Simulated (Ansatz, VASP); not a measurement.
**Cross-check of GaP between VASP and Ansatz**

One calculation is typed for both programs; each brings its own data sets and cutoff. How far apart do they land?

Method: plane waves, with VASP 6.6.1 beside it; single point at HSE06, in Ansatz 0.2.0.

**1. Set-up**

It takes space group F-43m (No. 216, cubic). The conventional cell has a = 5.451 Å, b = 5.451 Å, c = 5.451 Å, α = 90.00°, β = 90.00°, γ = 90.00°. Ga has 4 P at 2.36 Å nearest. Nearest to P lie 4 Ga at 2.36 Å. Farther neighbours are not listed.

As a file:

```cif
data_structure
_symmetry_space_group_name_H-M 'P 1'
_symmetry_Int_Tables_number 1
_cell_length_a 3.8541
_cell_length_b 3.8541
_cell_length_c 3.8541
_cell_angle_alpha 60.000
_cell_angle_beta 60.000
_cell_angle_gamma 60.000
_cell_volume 40.48
loop_
_atom_site_label
_atom_site_type_symbol
_atom_site_fract_x
_atom_site_fract_y
_atom_site_fract_z
_atom_site_occupancy
Ga1 Ga 0.00000 0.00000 0.00000 1
P2 P 0.75000 0.75000 0.75000 1
```

**2. VASP: single point, HSE06**

A single point gives forces, pressure and levels at one fixed geometry, so differences don't come from the geometry; what else differs is listed under the comparison.

Lines of VASP's logs that name or quote its potential files are left out, and so is its time.

The run reads the wave functions of an earlier VASP run, which isn't shown here.

INCAR reads:

```
SYSTEM = GaP
PREC = Accurate
ENCUT = 430
EDIFF = 1E-08
NELM = 100
ISMEAR = 0
SIGMA = 0.01
LREAL = .FALSE.
ALGO = Normal
LHFCALC = .TRUE.
AEXX = 0.25
GGA = PE
HFSCREEN = 0.2
LASPH = .TRUE.
NBANDS = 15
PRECFOCK = Fast
LORBIT = 11
LWAVE = .TRUE.
LCHARG = .FALSE.
KPAR = 4
```

POSCAR reads:

```
GaP
1.0
    0.0000000000      2.7252500000      2.7252500000
    2.7252500000      0.0000000000      2.7252500000
    2.7252500000      2.7252500000      0.0000000000
Ga P
1 1
Direct
    0.0000000000      0.0000000000      0.0000000000
    0.7500000000      0.7500000000      0.7500000000
```

KPOINTS reads:

```
Automatic mesh
0
Gamma
6 6 6
0 0 0
```

PAW data sets: Ga_d_GW and P_GW (PBE family, release 64).

Command:

```sh
$ mpirun -np 4 vasp_std
```

Numbers of over 12 decimals in the logs are rounded to 6 here.

Output:

```text
[banner, memory and clock lines left out]
running    4 mpi-ranks, on    1 nodes
 distrk:  each k-point on    1 cores,    4 groups
 distr:  one band on    1 cores,    1 groups

 POSCAR found type information on POSCAR GaP
 POSCAR found :  2 types and       2 ions
 LDA part: xc-table for (Slater+PW92), standard interpolation
 found WAVECAR, reading the header
 POSCAR, INCAR and KPOINTS ok, starting setup
 FFT: planning ... GRIDC
 FFT: planning ... GRID_SOFT
 FFT: planning ... GRID
 reading WAVECAR
 the WAVECAR file was read successfully
 initial charge from wavefunction
 entering main loop
       N       E                     dE             d eps       ncg     rms          rms(c)
DAV:   1    -0.107893719023E+02   -0.10789E+02   -0.55040E-01   762   0.186E+01    0.647E-01
DAV:   2    -0.107787060319E+02    0.10666E-01   -0.73117E-02   760   0.626E+00    0.304E-01
DAV:   3    -0.107781779728E+02    0.52806E-03   -0.58176E-03   683   0.176E+00    0.151E-01
DAV:   4    -0.107779853154E+02    0.19266E-03   -0.32178E-04   672   0.219E-01    0.825E-02
DAV:   5    -0.107779298947E+02    0.55421E-04   -0.95326E-05   797   0.937E-02    0.482E-02
DAV:   6    -0.107779142548E+02    0.15640E-04   -0.14283E-05   732   0.364E-02    0.287E-02
DAV:   7    -0.107779070361E+02    0.72187E-05   -0.22978E-06   728   0.178E-02    0.172E-02
DAV:   8    -0.107779043334E+02    0.27027E-05   -0.95575E-07   699   0.833E-03    0.103E-02
DAV:   9    -0.107779033460E+02    0.98743E-06   -0.38253E-07   785   0.462E-03    0.618E-03
DAV:  10    -0.107779028947E+02    0.45125E-06   -0.10105E-07   790   0.265E-03    0.372E-03
DAV:  11    -0.107779027088E+02    0.18591E-06   -0.33166E-08   767   0.170E-03    0.223E-03
DAV:  12    -0.107779026534E+02    0.55387E-07   -0.87068E-09   366   0.106E-03    0.135E-03
DAV:  13    -0.107779026247E+02    0.28721E-07   -0.77396E-09   338   0.750E-04    0.809E-04
DAV:  14    -0.107779026113E+02    0.13416E-07   -0.34674E-09   289   0.663E-04    0.491E-04
DAV:  15    -0.107779026038E+02    0.75065E-08   -0.34085E-09   282   0.556E-04
   1 F= -.10777903E+02 E0= -.10777903E+02  d E =-.379780E-15
 writing wavefunctions
```

OUTCAR, selected parts (step 2):

```text
ion  position               nearest neighbor table
   1  0.000  0.000  0.000-   2 2.36   2 2.36   2 2.36   2 2.36
   2  0.750  0.750  0.750-   1 2.36   1 2.36   1 2.36   1 2.36

  LATTYP: Found a face centered cubic cell.
 ALAT       =     5.4505000000

 Subroutine GETGRP returns: Found 24 space group operations
 (whereof 24 operations were pure point group operations)

The static configuration has the point symmetry T_d .

 Found     16 irreducible k-points:

   k-points           NKPTS =     16   k-points in BZ     NKDIM =    216   number of bands    NBANDS=     15

   dimension x,y,z NGX =    28 NGY =   28 NGZ =   28
   dimension x,y,z NGXF=    56 NGYF=   56 NGZF=   56

   ENCUT  =  430.0 eV  31.60 Ry    5.62 a.u.   6.52  6.52  6.52*2*pi/ulx,y,z

   NELECT =      18.0000    total number of electrons

 k-points in reciprocal lattice and weights: Automatic mesh
   0.00000000  0.00000000  0.00000000       0.005
   0.16666667  0.00000000  0.00000000       0.037
   0.33333333  0.00000000  0.00000000       0.037
   0.50000000  0.00000000  0.00000000       0.019
   0.16666667  0.16666667  0.00000000       0.028
   0.33333333  0.16666667  0.00000000       0.111
   0.50000000  0.16666667  0.00000000       0.111
  -0.33333333  0.16666667  0.00000000       0.111
  -0.16666667  0.16666667  0.00000000       0.056
[...]
-0.33333333  0.33333333  0.16666667       0.111
  -0.33333333  0.50000000  0.16666667       0.056

  exchange ACFDT corr.  =         0.00000000  see jH, gK, PRB 81, 115126

 average (electrostatic) potential at core
       1 -57.7468       2 -70.9484

 E-fermi :   3.9661

 k-point     1 :       0.0000    0.0000    0.0000
  band No.  band energies     occupation
    ...
      5     -13.0463      2.00000
      6      -9.8719      2.00000
      7       3.9151      2.00000
      8       3.9151      2.00000
      9       3.9151      2.00000
     10       6.7186      0.00000
     11       8.7083      0.00000
     12       8.7083      0.00000
     13       8.7083      0.00000
     14      13.8095      0.00000
    ...

 k-point     2 :       0.1667    0.0000    0.0000
  band No.  band energies     occupation
    ...
      5     -13.0462      2.00000
      6      -9.4905      2.00000
      7       1.4002      2.00000
      8       3.5218      2.00000
      9       3.5218      2.00000
     10       7.2612      0.00000
     11       9.2961      0.00000
     12       9.2961      0.00000
     13       9.9161      0.00000
     14      13.9149      0.00000
    ...

 k-point     3 :       0.3333    0.0000    0.0000
  band No.  band energies     occupation
    ...
      5     -13.0438      2.00000
      6      -8.4682      2.00000
      7      -1.7448      2.00000
      8       2.9362      2.00000
      9       2.9362      2.00000
     10       6.6869      0.00000
     11       9.6751      0.00000
     12       9.6751      0.00000
     13      12.6328      0.00000
     14      14.6717      0.00000
    ...

  energy-cutoff  :      430.00
  volume of cell :       40.48
      direct lattice vectors                 reciprocal lattice vectors
     0.000000000  2.725250000  2.725250000    -0.183469406  0.183469406  0.183469406
     2.725250000  0.000000000  2.725250000     0.183469406 -0.183469406  0.183469406
     2.725250000  2.725250000  0.000000000     0.183469406  0.183469406 -0.183469406

 POSITION                                       TOTAL-FORCE (eV/Angst)
 -----------------------------------------------------------------------------------
      0.00000      0.00000      0.00000        -0.000000     -0.000000     -0.000000
      4.08788      4.08788      4.08788         0.000000      0.000000      0.000000
 -----------------------------------------------------------------------------------
    total drift:                               -0.000022     -0.000013     -0.000017

  FREE ENERGIE OF THE ION-ELECTRON SYSTEM (eV)
  ---------------------------------------------------
  free  energy   TOTEN  =       -10.7779026038 eV

  energy  without entropy=      -10.7779026038  energy(sigma->0) =      -10.77790260

 total charge
# of ion       s       p       d       tot
------------------------------------------
    1        0.809   0.851   9.988  11.648
    2        1.110   1.751   0.045   2.906
--------------------------------------------------
tot          1.919   2.602  10.033  14.554

[... 3 further parts left out ...]
```

The gap is read on the k-mesh alone, so it is an upper bound where the band edges lie off the mesh.

**3. Ansatz: single point, HSE06**

Ansatz runs on its default PAW (the set named soft_2) files.

The same cell, functional, mesh and smearing now go to Ansatz, which takes its cutoff from its data sets.

input.yaml reads:

```yaml
crystal:
  lattice:
    - [0.0, 2.72525, 2.72525]
    - [2.72525, 0.0, 2.72525]
    - [2.72525, 2.72525, 0.0]
  atoms:
    - { symbol: Ga, position: [0.0, 0.0, 0.0] }
    - { symbol: P, position: [0.75, 0.75, 0.75] }
hamiltonian:
  xc: { exchange: pbe, correlation: pbe, exx: { coeff: 0.25, omega: 0.2 } }
  pseudopotentials: { kind: paw }
kpoints:
  mp_grid: { grid: [6, 6, 6] }
scf:
  occupations: { method: gaussian, width: 0.01 }
  n_extra_bands: 4
output:
  forces: true
  stress: true
  eigenvalues: true
```

Command:

```sh
$ ansatz run input.yaml --threads 4 --pin off --max-ram 9216MiB --backend cpu --events-out ev --progress --plain --runs-dir out
```

Output:

```text
Warning: output.stress: scf.convergence.dr2_threshold = 1e-7 eV (the SCF's general default) is looser than the 2e-10 eV advised for a printed stress (1e-10 eV for each atom of the cell: 2). What an SCF threshold leaves in a stress goes as its square root, and in the free energy as the threshold itself, and one threshold admits the most on a small cell: [figures from the program's tests cut] Set scf.convergence.dr2_threshold to 2e-10 eV or tighter. The threshold is an SCF's pass mark: one that does not reach it within its budget of iterations ends unconverged, or closes short of it on a stop that the run arms, and scf.convergence.dr2_threshold's page says what that costs each kind of run
Warning: output.stress: scf.exx.energy_threshold = 1e-6 eV is looser than the 2e-8 eV advised for a stress under a hybrid functional (1e-8 eV for each atom of the cell: 2). Every SCF of the exchange loop can meet its threshold on dr2 while the loop round them stops early: no threshold on dr2 bounds what that leaves in the stress. Set scf.exx.energy_threshold to 2e-8 eV or tighter. The threshold is the loop's pass mark: a loop that does not reach it within its budget of cycles ends unconverged, and scf.exx.energy_threshold's page has the law
scf.n_extra_bands = 4 over 9 filled bands (N_el = 18.0): the run solves 13 bands
Engine: ansatz 0.2.0, aarch64-unknown-linux-gnu
Pseudopotentials: kind: paw
Pseudopotential: Ga, paw, valence charge 13, recommended cutoff 420 eV (normal), Ga.paw.azcp
Pseudopotential: P, paw, valence charge 5, recommended cutoff 420 eV (normal), P.paw.azcp
Functional definition: unnamed
  parameter a_1 = 0.25
  parameter omega_1 = 0.2/angstrom
  exchange = pbe_x + (-a_1)*pbe_x_sr(omega_1) + a_1*exact_x_sr(omega_1)
  correlation = pbe_c
Crystal: 2 atoms, lattice volume = 40.481 Å³
Basis set: ecut = 420 eV, 749 PW (Γ), exchange–correlation on 54×54×54 points (8 copies of the dense FFT grid, shifted against one another)
Bands: 13, of which v1, the nominal top of the filled ones, is band 9 counted from 1 (8 counted from 0)
Symmetry: 24 space group operations
Space group: F-43m (ITA 216), of the structure as read, at distance tolerance 3.4e-5 Å
k-points: 16 of 216 (time reversal used)
Non-local potential: Ga, projectors of the file, l = 0: 2, l = 1: 2, l = 2: 3, l = 3: 1
Non-local potential: P, projectors of the file, l = 0: 2, l = 1: 2, l = 2: 2
PAW form: soft (Blöchl's): semilocal exchange-correlation on the pseudo side does not see the compensation charge
PAW frozen core: Ga, regenerated for the run's functional, and the local potential with it (the file was generated under x = pbe(κ = 0.804, μ = 0.219515), c = pbe(β = 0.066725))
PAW frozen core: P, regenerated for the run's functional, and the local potential with it (the file was generated under x = pbe(κ = 0.804, μ = 0.219515), c = pbe(β = 0.066725))
PAW one-centre angular grid: Ga, 590 points (default); XC on 64 Gauss nodes
PAW one-centre angular grid: P, 110 points (default); XC on 64 Gauss nodes
Initial density: superposition of atomic densities (neutral atoms: chi_scale 0, normalization atom), corrected by the library's trained network
Initial wavefunctions: pseudopotential atomic-orbital guess
Functional: x = pbe(κ = 0.804, μ = 0.219515), c = pbe(β = 0.066725), warm-up for x = pbe(κ = 0.804, μ = 0.219515) + 0.25 (exact − pbe) at short range (hse, ω = 0.2 Å⁻¹), c = pbe(β = 0.066725)
SCF iter   1: F=—  HF=-4539.532547 eV  |F-HF|=—  |Δ(HF+E_count)|=         —  Δρ=1.34e-3  dr2=1.24e-3  ethr=1.77e-3  ⟨swp⟩=6.8  Hψ=895  notcnv=0
preconditioner: auto → none  [insulator: Δε(μ)=1.635 eV  Ē_g=15.520 eV  σ=0.010 eV  W_gap=1.00  n_scr=14 (ndim 8)  ℏωp=24.8 eV  f_vac=0.011  D(μ)=0.00/eV (n_scr^D=0)]
iter 2 solved again at ethr=6.15e-7 eV; its pass at ethr=6.90e-6 eV (dr2=1.11e-4 eV) is discarded
SCF iter   2: F=-4539.532577 eV  HF=-4539.532583 eV  |F-HF|=6.28e-6  |Δ(HF+E_count)|=   3.63e-5  Δρ=4.79e-4  dr2=1.11e-4  ethr=6.15e-7  ⟨swp⟩=2.6  Hψ=1052  notcnv=0  defer=1
SCF 1 stopped early in 2 iterations: F = -4539.532577 eV  dr2 = 1.11e-4
  greatest PAW one-centre occupation: 0.994 electrons in one spin orbital (limit 2), on the Ga atom at site 0 (counted from 0), in its partial waves of l = 2
Initial density: handed on by an earlier stage of this run
Initial wavefunctions: those handed on with the density
Functional: x = pbe(κ = 0.804, μ = 0.219515) + 0.25 (exact − pbe) at short range (hse, ω = 0.2 Å⁻¹), c = pbe(β = 0.066725)
Exchange kernel: α = 0.2500, screened, ω = 0.2000 Å⁻¹, Wigner–Seitz truncation, v(0) = 1130.0380 eV·Å³, q-mesh 6×6×6, nearest image of the exchange supercell L = 23.12 Å, pair-density grid 15×15×15, without the augmentation charges, whose exchange is taken in its separable form by FFT convolution over the k-point mesh (sized by the pseudopotential files, 24×24×24 at the most), smooth part of the exact exchange by density-matrix convolution
Frozen-core exchange: fock
SCF iter   1: F=—  HF=-4540.608816 eV  |F-HF|=—  |Δ(HF+E_count)|=         —  Δρ=1.28e-2  dr2=2.64e-2  ethr=6.18e-6  ⟨swp⟩=5.6  Hψ=990  notcnv=0
preconditioner: auto → none  [insulator: Δε(μ)=2.285 eV  Ē_g=18.319 eV  σ=0.010 eV  W_gap=1.00  n_scr=14 (ndim 8)  ℏωp=24.8 eV  f_vac=0.011  D(μ)=0.00/eV (n_scr^D=0)]
SCF iter   2: F=—  HF=-4540.595672 eV  |F-HF|=—  |Δ(HF+E_count)|=   1.31e-2  Δρ=2.57e-3  dr2=2.43e-3  ethr=6.18e-6  ⟨swp⟩=4.0  Hψ=759  notcnv=0
SCF iter   3: F=—  HF=-4540.602201 eV  |F-HF|=—  |Δ(HF+E_count)|=   6.53e-3  Δρ=3.19e-3  dr2=1.49e-3  ethr=6.18e-6  ⟨swp⟩=4.1  Hψ=733  notcnv=0
SCF iter   4: F=—  HF=-4540.602032 eV  |F-HF|=—  |Δ(HF+E_count)|=   1.69e-4  Δρ=1.22e-3  dr2=2.90e-4  ethr=6.18e-6  ⟨swp⟩=2.0  Hψ=400  notcnv=0
SCF iter   5: F=—  HF=-4540.602042 eV  |F-HF|=—  |Δ(HF+E_count)|=   9.89e-6  Δρ=6.65e-5  dr2=1.31e-5  ethr=1.08e-6  ⟨swp⟩=2.8  Hψ=399  notcnv=0
SCF iter   6: F=—  HF=-4540.602221 eV  |F-HF|=—  |Δ(HF+E_count)|=   1.79e-4  Δρ=1.38e-4  dr2=3.48e-6  ethr=1.81e-8  ⟨swp⟩=4.1  Hψ=690  notcnv=0
SCF iter   7: F=-4540.602216 eV  HF=-4540.602216 eV  |F-HF|=3.47e-8  |Δ(HF+E_count)|=   5.54e-6  Δρ=1.89e-5  dr2=1.39e-7  ethr=1.81e-8  ⟨swp⟩=4.0  Hψ=524  notcnv=0
SCF 2 stopped early in 7 iterations: F = -4540.602216 eV  dr2 = 1.39e-7
  greatest PAW one-centre occupation: 0.995 electrons in one spin orbital (limit 2), on the Ga atom at site 0 (counted from 0), in its partial waves of l = 2
hybrid outer 1: dexx = +8.085e-3 eV, tail = 2.25e-5 eV
Exchange kernel: α = 0.2500, screened, ω = 0.2000 Å⁻¹, Wigner–Seitz truncation, v(0) = 1130.0380 eV·Å³, q-mesh 6×6×6, nearest image of the exchange supercell L = 23.12 Å, pair-density grid 15×15×15, without the augmentation charges, whose exchange is taken in its separable form by FFT convolution over the k-point mesh (sized by the pseudopotential files, 24×24×24 at the most), smooth part of the exact exchange by density-matrix convolution
Frozen-core exchange: fock
SCF iter   1: F=—  HF=-4540.602085 eV  |F-HF|=—  |Δ(HF+E_count)|=         —  Δρ=4.95e-5  dr2=1.50e-6  ethr=6.25e-7  ⟨swp⟩=3.6  Hψ=480  notcnv=0
preconditioner: auto → none  [insulator: Δε(μ)=2.306 eV  Ē_g=18.138 eV  σ=0.010 eV  W_gap=1.00  n_scr=14 (ndim 8)  ℏωp=24.8 eV  f_vac=0.009  D(μ)=0.00/eV (n_scr^D=0)]
SCF iter   2: F=—  HF=-4540.602085 eV  |F-HF|=—  |Δ(HF+E_count)|=   3.28e-8  Δρ=1.73e-5  dr2=1.15e-7  ethr=7.87e-9  ⟨swp⟩=3.9  Hψ=537  notcnv=0
SCF iter   3: F=—  HF=-4540.602085 eV  |F-HF|=—  |Δ(HF+E_count)|=   5.65e-7  Δρ=1.19e-5  dr2=6.11e-8  ethr=1.73e-10  ⟨swp⟩=4.0  Hψ=639  notcnv=0
SCF iter   4: F=-4540.602085 eV  HF=-4540.602085 eV  |F-HF|=2.93e-9  |Δ(HF+E_count)|=   1.23e-8  Δρ=1.32e-6  dr2=2.60e-9  ethr=1.73e-10  ⟨swp⟩=3.0  Hψ=501  notcnv=0
SCF 3 converged in 4 iterations: F = -4540.602085 eV  dr2 = 2.60e-9
  Residual-converged pass: ⟨swp⟩=3.0  Hψ=403  notcnv=0  max |occ|·‖R‖ = 2.4e-6 eV (tolerance 2.4e-6 eV)  dr2=2.62e-9  dr2_onsite=6.34e-9  max |Δocc| = 0.0e0
hybrid outer 2: dexx = +5.787e-7 eV, tail = 2.96e-8 eV, Δε = 2.67e-3 eV (about 1.10e-4 eV left of the loop's levels)
hybrid SCF converged: 2 outer / 11 inner (+2 warm-up), last move |dexx| = 5.79e-7 eV, tail = 2.96e-8 eV
Stability not checked: this state was not tested for a lower state beside it, because the functional holds exact exchange (a hybrid, or Hartree-Fock), whose exchange loop this test does not read (fock_operator; see scf.lower_state_search)
Free energy (F): -4540.602085 eV
Frozen-core exchange: fock
Harris-Foulkes:  -4540.602085 eV  (|F-HF|=2.93e-9)
Internal energy: -4540.602085 eV  (E = F + TS)
E sigma→0 (E₀):  -4540.602085 eV
Fermi energy:    7.796452 eV
--- Per-component energies (eV) ---
  E_band       = -95.901077
  E_kinetic    = 185.363728
  E_local      = -2203.988627  (includes V_loc(G=0)·N_el)
  E_nonlocal   = 459.977516
  E_hartree    = 1022.595166
  E_xc         = -105.488524
  E_vxc        = -95.715176  (∫ρ·V_xc dr)
  E_exx        = -56.552699  (= α·E_x^exact, valence–valence)
  E_paw        = -2529.901167  (= ΣΔE_a)
  E_vpaw       = -373.623147  (= ΣTr[D̂ρ^β])
  E_aug_tail   = -0.000107  (compensation charges beyond the density's cutoff)
  E_ewald      = -1312.644944
  E_core_change = 0.037573  (= ΣΔE_core)
  E_smearing   = -0.000000  (= −TS)
  E_closure    = -0.000000  (closes the sum)
  Σ components = -4540.602085   (vs F -4540.602085, Δ=0.00e0)
--- Forces (eV/Å), atoms counted from 1 ---
  atom   1  Ga    -0.00000000    -0.00000000     0.00000000
  atom   2  P      0.00000000    -0.00000000    -0.00000000
  max |Σ_I F_I| component: 7.40e-17 eV/Å
--- Stress (GPa, compression-positive) ---
        0.716894      -0.000000      -0.000000
        0.000000       0.716894       0.000000
       -0.000000       0.000000       0.716894
  P = ⅓ Tr σ = 0.7169 GPa (7.169 kbar)
--- Band table (eV; the first three rows and the last of 16) ---
  k-point 0: bands = [... 5 lower, -7.1445, 6.6432, 6.6432, 6.6432, 9.4614, 11.4302, 11.4302, 11.4302]
  k-point 1: bands = [... 5 lower, -6.7632, 4.1294, 6.2493, 6.2493, 9.9932, 12.0178, 12.0178, 12.6450]
  k-point 2: bands = [... 5 lower, -5.7403, 0.9822, 5.6635, 5.6635, 9.4162, 12.3958, 12.3958, 15.3612]
  k-point 15: bands = [... 5 lower, -3.8690, -0.5153, 2.9631, 3.1120, 10.8873, 11.2072, 15.3385, 15.3496]
```

Wall time 18 s (4 threads of Arm Neoverse N1, shared host); peak memory 1.1 GiB.

Reading the cycles: dr2 is the Hartree energy of the density residual (eV), the measure of convergence; HF is the Harris–Foulkes estimate of the energy, which meets the free energy F at convergence.

The run ends at a pressure of 0.72 GPa.

**4. Comparison**

Known differences besides the potentials themselves: exact exchange at q = 0 is treated differently, which shows on coarse meshes; VASP keeps PBE cores, Ansatz makes them for the functional; the cutoff is 420 eV in Ansatz and 430 eV in VASP; VASP takes a coarser grid for exact exchange (PRECFOCK = Fast). Total energies have different zeros and are not compared.

The two programs side by side:

```
              quantity  Ansatz   VASP  difference
gap on the k mesh (eV)   2.306  2.309      -0.003
```

A gap on the mesh is an upper bound, since the band edges may lie between its points.

**5. Results**

```yaml
difference_in_gap_on_the_k_mesh_single_point_hse06: -0.0031 eV
```

In words: The difference in gap on the k mesh is -0.0031 eV (single point, HSE06), within the 0.08 eV picked in this series as the mark of a large difference. Such differences can come from data sets, numerical settings and the points named under the comparisons, not from the functional's error against experiment.

[Lines on the potential files, build, host, timing and source positions are cut from VASP's logs without a mark.]

[Logs are printed without paths, hosts, clocks, repeated set-up lines and the standing remarks that a program may print on its own settings, such as how far it seeks lower states.]

[Hosts, paths, dates, database ids (printed as entryN), source tags and the programs' standing remarks are cut or masked in the printed files.]
